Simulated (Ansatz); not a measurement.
# ZrN (Fm-3m) in Ansatz: settings compared

One crystal, ZrN, is run at these levels: PBE, PBEsol; tasks: elastic constants.

All numbers are computed with Ansatz 0.2.0; they aren't measurements. Logs are shortened: lines on timing, memory, paths and dates and some standing lists are left out, and cuts for length are marked.

## Step 1: The crystal as given

The structure is cubic, space group Fm-3m (No. 225). The conventional cell has a = 4.600 Å, b = 4.600 Å, c = 4.600 Å, α = 90.00°, β = 90.00°, γ = 90.00°. Zr (site symmetry m-3m) is surrounded by 6 N at 2.30 Å. N (site symmetry m-3m) has 6 Zr at 2.30 Å as nearest neighbours.

## Step 2: Elastic constants, PBE

input.yaml

```yaml
crystal:
  lattice:
    - [0.0, 2.3, 2.3]
    - [2.3, 0.0, 2.3]
    - [2.3, 2.3, 0.0]
  atoms:
    - { symbol: Zr, position: [0.5, 0.5, 0.5] }
    - { symbol: "N", position: [0.0, 0.0, 0.0] }
hamiltonian:
  xc: pbe
  pseudopotentials: { kind: paw }
kpoints:
  mp_grid: { grid: [7, 7, 7] }
scf:
  occupations: { method: fermi_dirac, width: 0.05 }
output:
  forces: true
  stress: true
elastic:
  mode: relaxed_ion
  stencil: two_point
```

Potentials or basis: Ansatz PAW.

Command:

```console
> ansatz run input.yaml --threads 2 --pin off --max-ram 5632MiB --backend cpu --events-out ev --progress --plain --runs-dir out
```

The log of the run:

```text
Warning: RAYON_NUM_THREADS=2 ignored (pool sized by the plan → 2); use --threads N
Engine: ansatz 0.2.0, x86_64-unknown-linux-gnu
Pseudopotentials: kind: paw
Pseudopotential: Zr, paw, valence charge 12, recommended cutoff 420 eV (normal), Zr.paw.azcp
Pseudopotential: N, paw, valence charge 5, recommended cutoff 420 eV (normal), N.paw.azcp
Functional definition: PBE
  parameter kappa = 0.804
  parameter beta = 0.06672455060314922
  exchange = pbe_x(kappa = kappa, mu = beta*pi^2/3)
  correlation = pbe_c(beta = beta)
Crystal: 2 atoms, lattice volume = 24.334 Å³
Basis set: ecut = 420 eV, 531 PW (Γ), exchange–correlation on 48×48×48 points (8 copies of the dense FFT grid, shifted against one another)
Bands: 13, of which v1, the nominal top of the filled ones, is band 9 counted from 1 (8 counted from 0)
Symmetry: 48 space group operations
Space group: Fm-3m (ITA 225), of the structure as read, at distance tolerance 2.9e-5 Å
k-points: 20 of 343
Non-local potential: Zr, projectors of the file, l = 0: 3, l = 1: 2, l = 2: 2, l = 3: 2
Non-local potential: N, projectors of the file, l = 0: 2, l = 1: 2, l = 2: 1
PAW form: soft (Blöchl's): semilocal exchange-correlation on the pseudo side does not see the compensation charge
PAW one-centre angular grid: Zr, 590 points (default); XC on 64 Gauss nodes
PAW one-centre angular grid: N, 110 points (default); XC on 64 Gauss nodes
Initial density: superposition of atomic densities (neutral atoms: chi_scale 0, normalization atom), corrected by the library's trained network
Initial wavefunctions: pseudopotential atomic-orbital guess
Functional: x = pbe(κ = 0.804, μ = 0.2195149727645171), c = pbe(β = 0.06672455060314922)
SCF iter   1: F=—  HF=-4571.297445 eV  |F-HF|=—  |Δ(HF+E_count)|=         —  Δρ=8.14e-4  dr2=1.13e-4  ethr=1.77e-3  ⟨swp⟩=5.0  Hψ=1281  notcnv=0
preconditioner: auto → none  [insulator: Δε(μ)=0.158 eV  Ē_g=18.778 eV  σ=0.050 eV  W_gap=0.52  n_scr=8 (ndim 8)  ℏωp=29.2 eV  f_vac=0.000  D(μ)=0.72/eV (n_scr^D=0)  ε∞_Penn≈3.4]
SCF iter   2: F=—  HF=-4571.297232 eV  |F-HF|=—  |Δ(HF+E_count)|=   2.13e-4  Δρ=3.39e-4  dr2=1.27e-5  ethr=6.62e-7  ⟨swp⟩=2.1  Hψ=604  notcnv=0
SCF iter   3: F=—  HF=-4571.297257 eV  |F-HF|=—  |Δ(HF+E_count)|=   2.56e-5  Δρ=1.08e-4  dr2=1.17e-6  ethr=7.46e-8  ⟨swp⟩=2.2  Hψ=342  notcnv=0
SCF iter   4: F=—  HF=-4571.297257 eV  |F-HF|=—  |Δ(HF+E_count)|=   1.39e-8  Δρ=1.75e-5  dr2=3.71e-8  ethr=6.86e-9  ⟨swp⟩=3.0  Hψ=422  notcnv=0
SCF iter   5: F=—  HF=-4571.297257 eV  |F-HF|=—  |Δ(HF+E_count)|=   3.37e-8  Δρ=2.31e-6  dr2=3.36e-10  ethr=2.18e-10  ⟨swp⟩=2.0  Hψ=404  notcnv=0
SCF iter   6: F=—  HF=-4571.297257 eV  |F-HF|=—  |Δ(HF+E_count)|=  8.13e-10  Δρ=2.24e-7  dr2=7.75e-12  ethr=1.98e-12  ⟨swp⟩=2.0  Hψ=434  notcnv=0
SCF iter   7: F=—  HF=-4571.297257 eV  |F-HF|=—  |Δ(HF+E_count)|=  4.55e-12  Δρ=6.07e-8  dr2=4.64e-13  ethr=4.56e-14 (applied; sched 1.00e-12)  ⟨swp⟩=2.3  Hψ=439  notcnv=0  defer=3
SCF iter   8: F=-4571.297257 eV  HF=-4571.297257 eV  |F-HF|=9.09e-13  |Δ(HF+E_count)|=  1.82e-12  Δρ=1.46e-8  dr2=2.66e-14  ethr=1.00e-12  ⟨swp⟩=4.3  Hψ=858  notcnv=0
SCF 1 converged in 8 iterations: F = -4571.297257 eV  dr2 = 2.66e-14
[... 43 lines left out ...]
SCF 5 converged in 5 iterations: F = -4571.297251 eV  dr2 = 6.79e-15
SCF converged after 8 iterations
Free energy (F): -4571.297257 eV
Harris-Foulkes:  -4571.297257 eV  (|F-HF|=9.09e-13)
Internal energy: -4571.291167 eV  (E = F + TS)
E sigma→0 (E₀):  -4571.294212 eV
Entropy (-TS):   -0.006090 eV (-3.045 meV/atom)
Fermi energy:    17.668310 eV
--- Per-component energies (eV) ---
  E_band       = -28.988814
  E_kinetic    = 466.928001
  E_local      = -628.601557  (includes V_loc(G=0)·N_el)
  E_nonlocal   = 123.169141
  E_hartree    = 189.143047
  E_xc         = -224.094455
  E_vxc        = -270.513596  (∫ρ·V_xc dr)
  E_paw        = -3080.394403  (= ΣΔE_a)
  E_vpaw       = -98.257008  (= ΣTr[D̂ρ^β])
  E_aug_tail   = 0.000114  (compensation charges beyond the density's cutoff)
  E_ewald      = -1417.441055
  E_smearing   = -0.006090  (= −TS)
  E_closure    = 0.000000  (closes the sum)
  Σ components = -4571.297257   (vs F -4571.297257, Δ=0.00e0)
--- Forces (eV/Å), atoms counted from 1 ---
  atom   1  Zr     0.00000000    -0.00000000     0.00000000
  atom   2  N     -0.00000000     0.00000000    -0.00000000
  max |Σ_I F_I| component: 4.28e-29 eV/Å
--- Stress (GPa, compression-positive) ---
       -0.651950       0.000000       0.000000
        0.000000      -0.651950      -0.000000
        0.000000       0.000000      -0.651950
  P = ⅓ Tr σ = -0.6520 GPa (-6.520 kbar)
--- Band table (eV; the first three rows and the last of 20) ---
  k-point 0: bands = ["-32.1053", "-9.7383", "-9.7383", "-9.7383", "1.2531", "14.8457", "14.8457", "14.8457", "17.1063", "17.1063", "17.1063", "19.0639", "19.0639"]
  k-point 1: bands = ["-32.0801", "-9.9695", "-9.7556", "-9.7556", "1.6400", "13.4633", "13.9175", "13.9175", "17.5323", "17.6526", "17.6526", "20.3607", "20.3607"]
  k-point 2: bands = ["-32.0230", "-10.4519", "-9.7941", "-9.7941", "2.5244", "11.4238", "12.6572", "12.6572", "18.4037", "18.9334", "18.9334", "22.7579", "22.7579"]
  k-point 19: bands = ["-31.9292", "-10.4012", "-10.3873", "-10.0544", "2.4340", "11.8723", "12.7388", "12.7641", "17.9172", "19.2856", "21.7182", "22.2435", "23.5157"]
--- Elastic constants: 2 strain directions × 2 members + reference (group order 48) ---
  dense FFT box of the reference and of every strained cell: 24×24×24
  strains applied: 11, 23; error gains: componentwise 1.00 (the most a stress slope's error grows in a printed constant), spectral 1.73 (1 for all six strains in a standard setting)
  C = ∂σ_k/∂η_j (tension-positive GPa; Voigt order 11 22 33 23 13 12):
       534.658    101.112    101.112      0.000     -0.000     -0.000
       101.112    534.658    101.112     -0.000      0.000      0.000
       101.112    101.112    534.658     -0.000      0.000      0.000
         0.000     -0.000     -0.000     73.362      0.000     -0.000
         0.000     -0.000     -0.000     -0.000     73.362      0.000
        -0.000      0.000      0.000     -0.000      0.000     73.362
  reference stress σ⁰ (GPa):      0.652      0.652      0.652      0.000     -0.000     -0.000
  C* (energy form; C + prestress term) asymmetry max|C*_kj − C*_jk| = 1.421e-14 GPa — a small one proves nothing (zero by symmetry where the batch's group is 432, −43m or m−3m); a large one is finite-difference/SCF noise where every solve meets its electron count
  moduli (Voigt/Reuss/Hill, GPa): K = 245.63/245.63/245.63   G = 130.73/99.76/115.24   E = 298.97   ν = 0.297
  mechanically stable: yes (min eigenvalue of sym C = 73.36 GPa)
  strain η (Voigt 11):  stress-route row diagonal C_11 = 534.66 GPa, energy-path curvature d²(F+E_count+ΔE)/dδ²/Ω₀ = 535.41 GPa
         δ    σ_11 (GPa)             F (eV)   n_scf  n_hpsi   n_pw
    -2.000e-3      -0.4302       -4571.2972982       6    9009    499   relax 0 steps, max|allowed force component| 1.63e-30 eV/Å
     2.000e-3       1.7084       -4571.2969331       5    7481    531   relax 0 steps, max|allowed force component| 1.30e-29 eV/Å
  strain η (Voigt 23):  stress-route row diagonal C_44 = 73.36 GPa, energy-path curvature d²(F+E_count+ΔE)/dδ²/Ω₀ = 73.23 GPa
         δ    σ_23 (GPa)             F (eV)   n_scf  n_hpsi   n_pw
    -2.000e-3      -0.1467       -4571.2972508       6   12845    527   relax 0 steps, max|allowed force component| 8.32e-29 eV/Å
     2.000e-3       0.1467       -4571.2972508       5   12285    527   relax 0 steps, max|allowed force component| 3.19e-29 eV/Å
```

It took 2.4 s on 2 threads of Intel Xeon Platinum 8488C (Sapphire Rapids), shared host; peak memory 0.38 GiB.

Results:

```yaml
Free_energy: -4571.2973 eV
Pressure: -0.7 GPa
Band_gap_on_the_k_mesh: none (metal or under the smearing width)
Elastic_constants_C11_C12_C44: 535, 101, 73 GPa
Voigt_bulk_modulus: 246 GPa
```

Elastic tensor in Voigt notation (GPa, in the Cartesian axes of the cell as first typed):
```
535 101 101   0   0   0
101 535 101   0   0   0
101 101 535   0   0   0
  0   0   0  73   0   0
  0   0   0   0  73   0
  0   0   0   0   0  73
```

Caveat: elastic constants of metals need much finer meshes, so these are rough; the pressure holds a Pulay correction of +0.4 GPa for the finite cutoff.

## Step 3: Elastic constants, PBEsol

input.yaml: that of step 2 with these lines changed.

```diff
@@ -9,3 +9,3 @@
 hamiltonian:
-  xc: pbe
+  xc: pbesol
   pseudopotentials: { kind: paw }
```

Potentials or basis: Ansatz PAW.

Command:

```console
> ansatz run input.yaml --threads 2 --pin off --max-ram 5632MiB --backend cpu --events-out ev --progress --plain --runs-dir out
```

The log of the run:

```text
Warning: RAYON_NUM_THREADS=2 ignored (pool sized by the plan → 2); use --threads N
[... 4 set-up lines as earlier in the session ...]
Functional definition: PBEsol
  exchange = pbesol_x
  correlation = pbesol_c
Crystal: 2 atoms, lattice volume = 24.334 Å³
Basis set: ecut = 420 eV, 531 PW (Γ), exchange–correlation on 48×48×48 points (8 copies of the dense FFT grid, shifted against one another)
[... 105 lines left out ...]
--- Elastic constants: 2 strain directions × 2 members + reference (group order 48) ---
  dense FFT box of the reference and of every strained cell: 24×24×24
  strains applied: 11, 23; error gains: componentwise 1.00 (the most a stress slope's error grows in a printed constant), spectral 1.73 (1 for all six strains in a standard setting)
  C = ∂σ_k/∂η_j (tension-positive GPa; Voigt order 11 22 33 23 13 12):
       518.802     92.338     92.338      0.000      0.000     -0.000
        92.338    518.802     92.338     -0.000     -0.000     -0.000
        92.338     92.338    518.802     -0.000     -0.000     -0.000
        -0.000      0.000      0.000     74.569      0.000      0.000
         0.000     -0.000     -0.000      0.000     74.569     -0.000
        -0.000     -0.000      0.000     -0.000     -0.000     74.569
  reference stress σ⁰ (GPa):      7.682      7.682      7.682     -0.000     -0.000     -0.000
  C* (energy form; C + prestress term) asymmetry max|C*_kj − C*_jk| = 1.421e-14 GPa — a small one proves nothing (zero by symmetry where the batch's group is 432, −43m or m−3m); a large one is finite-difference/SCF noise where every solve meets its electron count
  moduli (Voigt/Reuss/Hill, GPa): K = 234.49/234.49/234.49   G = 130.03/100.78/115.41   E = 297.43   ν = 0.289
  mechanically stable: yes (min eigenvalue of sym C = 74.57 GPa)
  strain η (Voigt 11):  stress-route row diagonal C_11 = 518.80 GPa, energy-path curvature d²(F+E_count+ΔE)/dδ²/Ω₀ = 519.55 GPa
         δ    σ_11 (GPa)             F (eV)   n_scf  n_hpsi   n_pw
    -2.000e-3       6.6316       -4510.9450379       6    8928    499   relax 0 steps, max|allowed force component| 5.77e-30 eV/Å
     2.000e-3       8.7068       -4510.9404017       5    7389    531   relax 0 steps, max|allowed force component| 1.54e-29 eV/Å
  strain η (Voigt 23):  stress-route row diagonal C_44 = 74.57 GPa, energy-path curvature d²(F+E_count+ΔE)/dδ²/Ω₀ = 70.93 GPa
         δ    σ_23 (GPa)             F (eV)   n_scf  n_hpsi   n_pw
    -2.000e-3      -0.1491       -4510.9428503       6   12604    527   relax 0 steps, max|allowed force component| 8.32e-29 eV/Å
     2.000e-3       0.1491       -4510.9428503       5   11878    527   relax 0 steps, max|allowed force component| 2.88e-29 eV/Å
```

Run time: 2.9 s. Hardware: 2 threads of Intel Xeon Platinum 8488C (Sapphire Rapids), shared host; peak memory 0.38 GiB.

What came out:

```yaml
Free_energy: -4510.9429 eV
Pressure: -7.7 GPa
Band_gap_on_the_k_mesh: none (metal or under the smearing width)
Elastic_constants_C11_C12_C44: 519, 92, 75 GPa
Voigt_bulk_modulus: 234 GPa
```

Elastic tensor in Voigt notation (GPa, in the Cartesian axes of the cell as first typed):
```
519  92  92   0   0   0
 92 519  92   0   0   0
 92  92 519   0   0   0
  0   0   0  75   0   0
  0   0   0   0  75   0
  0   0   0   0   0  75
```

Caveat: the cell is more than 3 GPa from zero pressure, which shifts response properties; elastic constants of metals need much finer meshes, so these are rough; the pressure holds a Pulay correction of +0.4 GPa for the finite cutoff; the PAW data sets come from PBE, with cores solved anew for the run's functional, which leaves a small shift of forces and pressure.
